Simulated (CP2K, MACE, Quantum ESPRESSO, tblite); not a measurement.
# Bulk modulus two ways: random wurtzite alloy of AlN and GaN (72 atoms), QE, PBE

The cell holds 72 atoms (32 Al, 36 N and 4 Ga). Recipe: wurtzite AlN, 3 x 3 x 2 conventional cells, 4 of 36 Al sites given to Ga at random (x = 0.111), lattice by Vegard's rule (a = 3.121 Å, c = 5.005 Å); not relaxed, displaced by a Gaussian of 0.02 Å. Then the atoms were relaxed with MACE MPA-0 medium in the fixed cell.

Calculated with Quantum ESPRESSO 7.5: PBE; plane waves, SSSP efficiency, 70/560 Ry; k-points Γ. The cell is scaled evenly by ±3 % in volume, and MACE MPA-0 medium relaxes the atoms at each volume before the single point.

| volume (Å³/atom) | energy less the middle row's (meV/atom) | pressure (GPa) |
| --- | --- | --- |
| 10.235 | 15.294 | 11.082 |
| 10.552 | 0.000 | 4.272 |
| 10.868 | -2.763 | -1.610 |

**Question.** Find the bulk modulus at the middle volume from the pressures and from the energies, and check the printed pressure against the slope of the energy (1 meV/Å³ = 0.16022 GPa).

Worked:

The step is h = 0.3165 Å³. From pressures: B = −V dP/dV = 10.552 × (11.082 − (-1.610)) / (2 × 0.3165) = 212 GPa.

From energies: B = V d²E/dV² = 10.552 × (15.294 + (-2.763)) / 0.3165² = 1320 meV/Å³ = 211 GPa.

Slope: P = −dE/dV = −(-2.763 − (15.294)) / (2 × 0.3165) = 28.5 meV/Å³ = 4.57 GPa, against 4.27 GPa printed.

The two moduli agree within 0 %.

A central difference over ±3 % overstates P by about B(1 + B′)(0.03)²/6, some 0.16 GPa for B′ = 4. The atoms follow MACE MPA-0 medium, so this level's forces do work along the path, which enters the energies but not the printed pressures. A stress printed at a finite cutoff holds the number of plane waves fixed and tends to come out low, which is the sign found here.

Limits: three points, a static cell at zero temperature, the cell shape held; the modulus is that at 4.3 GPa, not at zero pressure.

[Hosts, paths, dates, database ids (printed as entryN), source tags and the programs' standing remarks are cut or masked in the printed files.]
